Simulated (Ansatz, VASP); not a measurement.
This is a calculation of K for Ansatz 0.2.0.

input.yaml

```yaml
crystal:
  lattice:
    - [-2.7504652529, 2.7504652529, 2.7504652529]
    - [2.7504652529, -2.7504652529, 2.7504652529]
    - [2.7504652529, 2.7504652529, -2.7504652529]
  atoms:
    - { symbol: K, position: [0.0, 0.0, 0.0] }
kpoints:
  mp_grid: { grid: [7, 7, 7] }
scf:
  occupations: { method: fermi_dirac, width: 0.05 }
hamiltonian:
  xc: lda
  pseudopotentials: { kind: all_electron, lapw: { basis_error: 0.001 } }
output:
  forces: true
  stress: true
  eigenvalues: true
```

Potentials or basis: all-electron LAPW, scalar-relativistic.

Launch:

```console
$ ansatz run input.yaml --threads 1 --pin off --max-ram 3072MiB --backend cpu --events-out ev --progress --plain --runs-dir out
```

Problem. Set up the same calculation for VASP 6.6.1. Potentials there: VASP PAW LDA potentials, release 64 (K_sv).

Solution. As run (the cutoff follows the program's own potentials):

The input INCAR:

```
PREC     = Accurate       # precision mode
ENCUT    = 520            # plane-wave cutoff, eV
EDIFF    = 1E-6           # SCF threshold, eV
ISMEAR   = -1             # smearing method
SIGMA    = 0.05           # smearing width, eV
LREAL    = False          # projectors in reciprocal space
LASPH    = True           # aspherical terms in the spheres
NELM     = 60             # most SCF steps
ALGO     = Normal         # electronic algorithm
ISIF     = 2              # what is computed and relaxed
LWAVE    = False          # write WAVECAR
LCHARG   = False          # write CHGCAR
GGA      = CA             # functional
NBANDS   = 10             # bands
```

Contents of KPOINTS:

```
regular mesh
0
Gamma
  7 7 7
```

Contents of POSCAR:

```
K
1.0
   -2.7504652529      2.7504652529      2.7504652529
    2.7504652529     -2.7504652529      2.7504652529
    2.7504652529      2.7504652529     -2.7504652529
K
1
Direct
    0.0000000000      0.0000000000      0.0000000000
```

Potentials or basis: VASP PAW LDA potentials, release 64 (K_sv).

The run is started by

```console
$ cat potpaw_LDA.64/K_sv/POTCAR > POTCAR
$ mpirun -np 1 vasp_std > vasp.out
```

Both were run:

|  | VASP | Ansatz | Ansatz less VASP |
| --- | --- | --- | --- |
| gap on the k mesh at the Fermi level (eV) | none | none | - |
| pressure (GPa) | -0.7 | -0.7 | +0.01 |

A gap of «none» marks a metal or a gap that the smearing closes. Ansatz ran all-electron here, so the differences hold the error of VASP's frozen core and of both bases.
